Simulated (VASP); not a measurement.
# Pt in VASP: a series of runs

One slab, Pt, is run at these levels: PBE; tasks: single point, relaxation of the atoms.

All numbers are computed with VASP 6.6.1; they aren't measurements. Logs are shortened: lines on timing, memory, paths and dates and some standing lists are left out, and cuts for length are marked.

## (1) The structure

The cell holds a slab with vacuum, 3 atoms: a = 2.805 Å, b = 2.805 Å, c = 19.581 Å, α = 90.00°, β = 90.00°, γ = 120.00°.

The slab is cut from a database's or a generator's crystal, which needn't be the stable form of the element.

## (2) Single point, PBE

INCAR reads:

```
ALGO     = Normal         # electronic algorithm
DIPOL    = 0.5 0.5 0.500
EDIFF    = 1E-6           # SCF threshold, eV
ENCUT    = 520            # plane-wave cutoff, eV
GGA      = PE             # functional
ICORELEVEL= 1            
IDIPOL   = 3            
ISIF     = 2              # what is computed and relaxed
ISMEAR   = 1              # smearing method
LASPH    = T              # aspherical terms in the spheres
LCHARG   = F              # write CHGCAR
LDIPOL   = T            
LREAL    = F              # projectors in reciprocal space
LVACPOTAV= T            
LVHAR    = T            
LWAVE    = F              # write WAVECAR
NBANDS   = 22             # bands
NELM     = 80             # most SCF steps
PREC     = Accurate       # precision mode
SIGMA    = 0.1            # smearing width, eV
```

KPOINTS reads:

```
k-points
0
Gamma
  15 15 1
```

POSCAR reads:

```
Pt
1.0
    2.8050756300      0.0000000000      0.0000000000
   -1.4025378200      2.4292667600      0.0000000000
    0.0000000000      0.0000000000     19.5806693200
Pt
3
Direct
    0.6666666700      0.3333333300      0.3830308300
    0.3333333300      0.6666666700      0.5000000000
    0.0000000000      0.0000000000      0.6169691700
```

Potentials or basis: VASP PAW PBE potentials, release 64 (Pt).

The run is started by

```bash
> cat potpaw_PBE.64/Pt/POTCAR > POTCAR
> mpirun -np 1 vasp_std > vasp.out
```

OUTCAR:

```text
EDIFF = 1E-6
   ENCUT = 520
   GGA = PE
   ISIF = 2
   ISMEAR = 1
   LASPH = T
   LREAL = F
   NELM = 80
   PREC = Accurate

 ion  position               nearest neighbor table
   1  0.667  0.333  0.383-   2 2.81   2 2.81   2 2.81
   2  0.333  0.667  0.500-   1 2.81   3 2.81   1 2.81   3 2.81   3 2.81   1 2.81
   3  0.000  0.000  0.617-   2 2.81   2 2.81   2 2.81

  LATTYP: Found a hexagonal cell.
 ALAT       =     2.8050756300
 C/A-ratio  =     6.9804425630

  Lattice vectors:

 A1 = (   2.8050756300,   0.0000000000,   0.0000000000)
 A2 = (  -1.4025378200,   2.4292667600,   0.0000000000)
 A3 = (   0.0000000000,   0.0000000000,  19.5806693200)

Analysis of symmetry for initial positions (statically):
=====================================================================
 Subroutine PRICEL returns:
 Original cell was already a primitive cell.

 Routine SETGRP: Setting up the symmetry group for a
 hexagonal supercell.

 Subroutine GETGRP returns: Found 12 space group operations
 (whereof  6 operations were pure point group operations)
 out of a pool of 24 trial point group operations.

The static configuration has the point symmetry C_3v.
 The point group associated with its full space group is D_3d.

Analysis of symmetry for dynamics (positions and initial velocities):
=====================================================================
 Subroutine PRICEL returns:
 Original cell was already a primitive cell.

 Routine SETGRP: Setting up the symmetry group for a
 hexagonal supercell.

 Subroutine GETGRP returns: Found 12 space group operations
 (whereof  6 operations were pure point group operations)
 out of a pool of 24 trial point group operations.

The dynamic configuration has the point symmetry C_3v.
 The point group associated with its full space group is D_3d.

 Subroutine INISYM returns: Found 12 space group operations
 (whereof  6 operations are pure point group operations),
 and found     1 'primitive' translations

----------------------------------------------------------------------------------------

                                     Primitive cell

  volume of cell :     133.4281

  direct lattice vectors                    reciprocal lattice vectors
     2.805075630  0.000000000  0.000000000     0.356496627  0.205823424  0.000000000
    -1.402537820  2.429266760  0.000000000     0.000000000  0.411646846  0.000000000
     0.000000000  0.000000000 19.580669320     0.000000000  0.000000000  0.051070777

  length of vectors
     2.805075630  2.805075637 19.580669320     0.411646847  0.411646846  0.051070777

  position of ions in fractional coordinates (direct lattice)
     0.666666670  0.333333330  0.383030830
     0.333333330  0.666666670  0.500000000
     0.000000000  0.000000000  0.616969170

  ion indices of the primitive-cell ions
   primitive index   ion index
                 1           1
                 2           2
                 3           3

----------------------------------------------------------------------------------------

 KPOINTS: k-points

Automatic generation of k-mesh.
 Grid dimensions read from file:
 generate k-points for:   15   15    1

 Generating k-lattice:

  Cartesian coordinates                     Fractional coordinates (reciprocal lattice)
     0.023766442  0.013721562  0.000000000     0.066666667  0.000000000  0.000000000
     0.000000000  0.027443123  0.000000000     0.000000000  0.066666667  0.000000000
     0.000000000  0.000000000  0.051070777     0.000000000  0.000000000  1.000000000

  Length of vectors
     0.027443123  0.027443123  0.051070777

  Shift w.r.t. Gamma in fractional coordinates (k-lattice)
     0.000000000  0.000000000  0.000000000

 Subroutine IBZKPT returns following result:
 ===========================================

 Found     27 irreducible k-points:

 Following reciprocal coordinates:
            Coordinates               Weight
  0.000000  0.000000  0.000000      1.000000
  0.066667  0.000000  0.000000      6.000000
  0.133333 -0.000000  0.000000      6.000000
  0.200000  0.000000  0.000000      6.000000
  0.266667 -0.000000  0.000000      6.000000
  0.333333 -0.000000  0.000000      6.000000
[... 16 lines left out ...]
  0.333333  0.200000  0.000000     12.000000
  0.400000  0.200000  0.000000      6.000000
 [... further k-points ...]
   k-points           NKPTS =     27   k-points in BZ     NKDIM =     27   number of bands    NBANDS=     22
   number of dos      NEDOS =    301   number of ions     NIONS =      3
   total plane-waves  NPLWV =  86400
   dimension x,y,z NGX =    24 NGY =   24 NGZ =  150
   dimension x,y,z NGXF=    48 NGYF=   48 NGZF=  300
   ions per type =               3
   NGX,Y,Z   is equivalent  to a cutoff of  14.22, 14.22, 12.74 a.u.
   NGXF,Y,Z  is equivalent  to a cutoff of  28.45, 28.45, 25.47 a.u.
 SYSTEM =  unknown system
   PREC   = accura    normal or accurate (medium, high low for compatibility)
   ISTART =      0    job   : 0-new  1-cont  2-samecut
   ICHARG =      2    charge: 1-file 2-atom 10-const
   ISPIN  =      1    spin polarized calculation?
   LNONCOLLINEAR =      F non collinear calculations
   LSORBIT =      F    spin-orbit coupling
   LASPH  =      T    aspherical Exc in radial PAW
   ENCUT  =  520.0 eV  38.22 Ry    6.18 a.u.   5.22  5.22 36.41*2*pi/ulx,y,z
   NELM   =     80;   NELMIN=  2; NELMDL= -5     # of ELM steps
   EDIFF  = 0.1E-05   stopping-criterion for ELM
   LREAL  =      F    real-space projection
   EDIFFG = 0.1E-04   stopping-criterion for IOM
   NSW    =      0    number of steps for IOM
   IBRION =     -1    ionic relax: 0-MD 1-quasi-New 2-CG
   NFREE  =      0    steps in history (QN), initial steepest desc. (CG)
   ISIF   =      2    stress and relaxation
   ISYM   =      2    0-nonsym 1-usesym 2-fastsym
   POTIM  = 0.5000    time-step for ionic-motion
   TEBEG  =    0.0;   TEEND  =   0.0 temperature during run
   PSTRESS=    0.0 pullay stress
   NELECT =      30.0000    total number of electrons
   NUPDOWN=      -1.0000    fix difference up-down
   EMIN   =  10.00;   EMAX   =-10.00  energy-range for DOS
   EFERMI =   0.00;   METHOD = LEGACY
   ISMEAR =     1;   SIGMA  =   0.10  broadening in eV -4-tet -1-fermi 0-gaus
   EFERMI_NEDOS =   21; number of points for ismear=-14 and -15
   IALGO  =     38    algorithm
   IMIX   =      4    mixing-type and parameters
     AMIX     =   0.40;   BMIX     =  1.00
     AMIX_MAG =   1.60;   BMIX_MAG =  1.00
  volume/ion in A,a.u.               =      44.48       300.14
  Fermi-wavevector in a.u.,A,eV,Ry     =   0.995481  1.881186 13.483124  0.990982
  Thomas-Fermi vector in A             =   2.127504
   LORBIT       =      0    0 simple, 1 ext, 2 COOP (PROOUT), +10 PAW based schemes
   GGA     = PE    functional components
   LHFCALC =     F    Hartree Fock is set to
   AEXX    =    0.0000 exact exchange contribution
   IVDW    =     0    specifies the selected vdW correction
   LEPSILON=     F    determine dielectric tensor
   LRPA    =     F    only Hartree local field effects (RPA)
 non-spin polarized calculation
 Methfessel and Paxton  Order N= 1 SIGMA  =   0.10
  energy-cutoff  :      520.00
  volume of cell :      133.43
 maximum number of plane-waves:      3619
 NGX is ok and might be reduce to    24
   NGX = 11   NGY = 11   NGZ = 73

 dipolmoment           0.000000      0.000000      0.000000 electrons x Angstroem

 number of electron      30.0000000 magnetization

 dipolmoment           0.000000      0.000000     -0.000000 electrons x Angstroem

 Free energy of the ion-electron system (eV)
  ---------------------------------------------------
  ext. energy  EPLUGINS =         0.00000000
  ---------------------------------------------------
  free energy    TOTEN  =       -16.98501616 eV

  energy without entropy =      -16.97913792  energy(sigma->0) =      -16.98305674

 the core state eigenenergies are
   1-  1s -78398.0480  2s -13767.6674  2p -11927.9391  3s  -3231.5176  3p  -2696.0182
       3d  -2116.3901  4s   -691.8103  4p   -516.2527  4d   -303.3247  4f    -66.7313
       5s    -98.1750  5p    -52.2671
   2-  1s -78398.4415  2s -13768.0775  2p -11928.3479  3s  -3231.9385  3p  -2696.4392
       3d  -2116.8104  4s   -692.2458  4p   -516.6897  4d   -303.7637  4f    -67.1735
       5s    -98.6429  5p    -52.7399
   3-  1s -78398.0480  2s -13767.6674  2p -11927.9391  3s  -3231.5176  3p  -2696.0182
       3d  -2116.3901  4s   -691.8103  4p   -516.2527  4d   -303.3247  4f    -66.7313
       5s    -98.1750  5p    -52.2671

 E-fermi :  -0.1306     XC(G=0):  -5.6088

 val. band max:       -0.1311981311   @ k =   0.2667   0.1333   0.0000
 cond. band min:      -0.1225947251   @ k =   0.2000   0.2000   0.0000
 fundamental gap:      0.0086034060
 Fermi energy:        -0.1305550317

 k-point     1 :       0.0000    0.0000    0.0000
  band No.  band energies     occupation
      1      -8.9928      2.00000
      2      -7.2397      2.00000
      3      -6.7613      2.00000
      4      -3.5474      2.00000
      5      -3.4832      2.00000
      6      -3.4832      2.00000
[... 14 lines left out ...]
     21       5.8055      0.00000
     22       6.5000      0.00000

 k-point     2 :       0.0667    0.0000    0.0000
  band No.  band energies     occupation
      1      -8.8412      2.00000
      2      -7.0861      2.00000
      3      -6.6161      2.00000
      4      -3.6209      2.00000
      5      -3.5544      2.00000
      6      -3.3808      2.00000
[... 14 lines left out ...]
     21       5.9305      0.00000
     22       6.5918      0.00000

 k-point     3 :       0.1333   -0.0000    0.0000
  band No.  band energies     occupation
      1      -8.4062      2.00000
      2      -6.6598      2.00000
      3      -6.2154      2.00000
      4      -3.9460      2.00000
      5      -3.7413      2.00000
      6      -3.5462      2.00000
[... 14 lines left out ...]
     21       6.3049      0.00000
     22       6.8663      0.00000
[... 476 lines left out ...]
 k-point    23 :       0.3333    0.2000    0.0000
  band No.  band energies     occupation
      1      -5.5152      2.00000
      2      -5.4744      2.00000
      3      -5.1197      2.00000
      4      -4.5239      2.00000
      5      -4.1760      2.00000
      6      -3.7742      2.00000
[... 14 lines left out ...]
     21       8.4987      0.00000
     22       8.8020      0.00000

 k-point    24 :       0.4000    0.2000    0.0000
  band No.  band energies     occupation
      1      -5.5089      2.00000
      2      -5.4917      2.00000
      3      -5.1525      2.00000
      4      -4.5673      2.00000
      5      -4.2131      2.00000
      6      -3.6458      2.00000
[... 14 lines left out ...]
     21       7.5714      0.00000
     22       9.0396      0.00000

 [... further k-points ...]

------------------------ aborting loop because EDIFF is reached ----------------------------------------

  FORCE on cell =-STRESS in cart. coord.  units (eV):
  Direction    XX          YY          ZZ          XY          YZ          ZX
  --------------------------------------------------------------------------------------
  -------------------------------------------------------------------------------------
  Total       -4.4427715     -4.4427715      0.3983407      0.0000000      0.0000000      0.0000000
  in kB      -53.3478898    -53.3478900      4.7831931      0.0000001      0.0000000      0.0000000
  external PRESSURE =     -33.9708622 kB  Pullay stress =       0.0000000 kB

 VOLUME and BASIS-vectors are now :
 -----------------------------------------------------------------------------
  energy-cutoff  :      520.00
  volume of cell :      133.43
      direct lattice vectors                 reciprocal lattice vectors
     2.805075630  0.000000000  0.000000000     0.356496627  0.205823424  0.000000000
    -1.402537820  2.429266760  0.000000000     0.000000000  0.411646846  0.000000000
     0.000000000  0.000000000 19.580669320     0.000000000  0.000000000  0.051070777

 POSITION                                       TOTAL-FORCE (eV/Angst)
 -----------------------------------------------------------------------------------
      1.40254      0.80976      7.50000         0.000000     -0.000000     -0.095349
     -0.00000      1.61951      9.79033        -0.000000     -0.000000      0.000000
      0.00000      0.00000     12.08067        -0.000000      0.000000      0.095349
 -----------------------------------------------------------------------------------
    total drift:                               -0.000000      0.000000      0.000000

  FREE ENERGIE OF THE ION-ELECTRON SYSTEM (eV)
  ---------------------------------------------------
  free  energy   TOTEN  =       -16.9850161577 eV

  energy  without entropy=      -16.9791379193  energy(sigma->0) =      -16.98305674

 vacuum level on the upper side and lower side of the slab         5.710         5.710
```

It took 85 s on 1 thread of Intel Xeon Platinum 8488C (Sapphire Rapids), shared host; peak memory 0.29 GiB.

Results:

* Free energy: -16.9850 eV
* Largest force: 0.095 eV/Å
* Band gap on the k mesh: none (metal or under the smearing width)
* Work function of the upper face: 5.84 eV
* Work function of the lower face: 5.84 eV

Forces in eV/Å, atoms in the order of the input:
```
Pt   0.000  0.000 -0.095
Pt   0.000  0.000  0.000
Pt   0.000  0.000  0.095
```

Levels at points of the mesh, in eV from the Fermi level:
| k point | band 11 | band 12 | band 13 | band 14 | band 15 | band 16 | band 17 | band 18 | band 19 | band 20 |
| --- | --- | --- | --- | --- | --- | --- | --- | --- | --- | --- |
| (0.00, 0.00, 0.00) | -2.80 | -1.33 | -1.33 | -0.65 | -0.65 | -0.61 | 0.02 | 0.02 | 0.97 | 5.40 |

Core levels (eV, on the scale of the bands):
```tsv
atom	levels
1 Pt	1s -78398.0, 2s -13767.7, 2p -11927.9, 3s -3231.5, 3p -2696.0, 3d -2116.4, 4s -691.8, 4p -516.3, 4d -303.3, 4f -66.7, 5s -98.2, 5p -52.3
2 Pt	1s -78398.4, 2s -13768.1, 2p -11928.3, 3s -3231.9, 3p -2696.4, 3d -2116.8, 4s -692.2, 4p -516.7, 4d -303.8, 4f -67.2, 5s -98.6, 5p -52.7
3 Pt	1s -78398.0, 2s -13767.7, 2p -11927.9, 3s -3231.5, 3p -2696.0, 3d -2116.4, 4s -691.8, 4p -516.3, 4d -303.3, 4f -66.7, 5s -98.2, 5p -52.3
```

The run has no spin-orbit coupling, so splittings on Pt are missing.

## (3) Relaxation of the atoms, PBE

INCAR reads:

```
PREC = Accurate
ENCUT = 520
EDIFF = 1E-6
ISMEAR = 1
SIGMA = 0.1
LREAL = F
LASPH = T
NELM = 80
ALGO = Normal
ISIF = 2
LWAVE = F
LCHARG = F
LDIPOL = T
IDIPOL = 3
DIPOL = 0.5 0.5 0.500
GGA = PE
IBRION = 2
NSW = 80
EDIFFG = -0.02
```

KPOINTS reads:

```
Automatic mesh
0
Gamma
  15 15 1
```

POSCAR is that of step 2.

Potentials or basis: VASP PAW PBE potentials, release 64 (Pt).

The run is started by

```bash
> cat potpaw_PBE.64/Pt/POTCAR > POTCAR
> mpirun -np 1 vasp_std > vasp.out
```

It took 2.4 min on 1 thread of Intel Xeon Platinum 8488C (Sapphire Rapids), shared host; peak memory 0.3 GiB.

The run converged. Its results:

```
Free energy                  : -16.9866 eV
Energy gained by relaxing    : 0.5 meV/atom
Ionic steps                  : 3
Largest force after relaxing : 0.004 eV/Å
Band gap on the k mesh       : none (metal or under the smearing width)
```

Forces on the atoms (eV/Å):
```
Pt   0.000  0.000 -0.004
Pt   0.000  0.000  0.000
Pt   0.000  0.000  0.004
```

Step by step:
```tsv
step	energy change (eV)	largest force (eV/Å)	pressure (GPa)
1	0.0000	0.0954	-3.40
2	-0.0008	0.0679	-3.51
3	-0.0016	0.0045	-3.78
```

Final structure:
```xyz
3
Lattice="2.8051 0.0000 0.0000 -1.4025 2.4293 0.0000 0.0000 0.0000 19.5807" Properties=species:S:1:pos:R:3 pbc="T T T"
Pt    1.4025    0.8098    7.4840
Pt    0.0000    1.6195    9.7903
Pt    0.0000    0.0000   12.0966
```

Levels at points of the mesh, in eV from the Fermi level:
| k point | band 11 | band 12 | band 13 | band 14 | band 15 | band 16 | band 17 | band 18 |
| --- | --- | --- | --- | --- | --- | --- | --- | --- |
| (0.00, 0.00, 0.00) | -2.78 | -1.30 | -1.30 | -0.62 | -0.62 | -0.60 | 0.02 | 0.02 |

Spin-orbit coupling is left out, which matters for the levels of Pt.

## (4) Single point, PBE

INCAR reads:

```
ALGO     = Normal         # electronic algorithm
DIPOL    = 0.5 0.5 0.500
EDIFF    = 1E-6           # SCF threshold, eV
ENCUT    = 520            # plane-wave cutoff, eV
GGA      = PE             # functional
ICORELEVEL= 1            
IDIPOL   = 3            
ISIF     = 2              # what is computed and relaxed
ISMEAR   = 1              # smearing method
LASPH    = T              # aspherical terms in the spheres
LCHARG   = F              # write CHGCAR
LDIPOL   = T            
LREAL    = F              # projectors in reciprocal space
LVACPOTAV= T            
LVHAR    = T            
LWAVE    = F              # write WAVECAR
NBANDS   = 22             # bands
NELM     = 80             # most SCF steps
PREC     = Accurate       # precision mode
SIGMA    = 0.1            # smearing width, eV
```

KPOINTS reads:

```
k-points
0
Gamma
  15 15 1
```

POSCAR reads:

```
Pt                                      
1.0
    2.8050756300      0.0000000000      0.0000000000
   -1.4025378200      2.4292667600      0.0000000000
    0.0000000000      0.0000000000     19.5806693200
  Pt            
     3
Direct
     0.6666666699999979    0.3333333300000021    0.3822162190785287
     0.3333333300000021    0.6666666699999979    0.5000000000000000
     0.0000000000000000    0.0000000000000000    0.6177837809214713
```

The run is started by

```bash
> cat potpaw_PBE.64/Pt/POTCAR > POTCAR
> mpirun -np 1 vasp_std > vasp.out
```

Wall time 2 min (1 thread of Intel Xeon Platinum 8488C (Sapphire Rapids), shared host); peak memory 0.3 GiB.

The run converged. Its results:

```yaml
Free_energy: -16.9866 eV
Largest_force: 0.005 eV/Å
Band_gap_on_the_k_mesh: none (metal or under the smearing width)
Work_function_of_the_upper_face: 5.86 eV
Work_function_of_the_lower_face: 5.86 eV
```

Forces in eV/Å, atoms in the order of the input:
```
Pt   0.000  0.000 -0.005
Pt   0.000  0.000  0.000
Pt   0.000  0.000  0.005
```

Levels at points of the mesh, in eV from the Fermi level:
| k point | band 11 | band 12 | band 13 | band 14 | band 15 | band 16 | band 17 | band 18 |
| --- | --- | --- | --- | --- | --- | --- | --- | --- |
| (0.00, 0.00, 0.00) | -2.78 | -1.30 | -1.30 | -0.62 | -0.62 | -0.60 | 0.02 | 0.02 |

Core levels (eV, on the scale of the bands):
| atom | levels |
| --- | --- |
| 1 Pt | 1s -78398.1, 2s -13767.7, 2p -11927.9, 3s -3231.5, 3p -2696.0, 3d -2116.4, 4s -691.8, 4p -516.3, 4d -303.3, 4f -66.7, 5s -98.2, 5p -52.3 |
| 2 Pt | 1s -78398.4, 2s -13768.1, 2p -11928.4, 3s -3231.9, 3p -2696.4, 3d -2116.8, 4s -692.2, 4p -516.7, 4d -303.8, 4f -67.2, 5s -98.6, 5p -52.7 |
| 3 Pt | 1s -78398.1, 2s -13767.7, 2p -11927.9, 3s -3231.5, 3p -2696.0, 3d -2116.4, 4s -691.8, 4p -516.3, 4d -303.3, 4f -66.7, 5s -98.2, 5p -52.3 |

The run has no spin-orbit coupling, so splittings on Pt are missing.
